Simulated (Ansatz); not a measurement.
# Ag under strain

These are results of Ansatz 0.2.0, DFT PBE, scalar-relativistic, plane waves, PAW, not measurements. Run with 420 eV cutoff, 24×24×6 k-mesh, Gaussian smearing of 0.10 eV, no spin polarisation.

The relaxed crystal:

```
CELL_PARAMETERS angstrom
2.93427 0.00000 0.00000
-1.46713 2.54115 0.00000
0.00000 0.00000 9.58260
ATOMIC_POSITIONS crystal
Ag 0.00000 0.00000 0.00000
Ag 0.00000 0.00000 0.50000
Ag 0.33333 0.66667 0.25000
Ag 0.66667 0.33333 0.75000
```

Deformation: biaxial strain in the a-b plane, with the length and tilt of c and the atoms relaxed, all within the symmetry that the strain leaves. Energies are extrapolated to zero smearing. On this cell's mesh the reference holds a stress of up to 0.14 GPa.

```
strain (%)  ΔE (meV/atom) a (Å) b (Å) c (Å)
      -3.0           18.0  2.846  2.846  9.822
      -2.0            7.3  2.876  2.876  9.744
      -1.0            1.6  2.905  2.905  9.665
      +0.0            0.0  2.934  2.934  9.583
      +1.0            2.2  2.964  2.964  9.518
      +2.0            7.7  2.993  2.993  9.442
      +3.0           15.5  3.022  3.022  9.353
```

(1) What stiffness (1/V) d²E/dε² at zero strain does a cubic fit over all points give?

(2) How does the free axis c answer a small strain?

Results:

(1) A cubic fit gives (1/V) d²E/dε² = 333 GPa at zero strain (twice the biaxial modulus).

(2) Between the innermost points its strain is -0.77 times the applied one.

This form isn't the element's structure at ambient conditions.

Cost: 7 runs of about 8.8 core-minutes in all, on Intel Xeon Platinum 8488C (Sapphire Rapids) (shared hosts).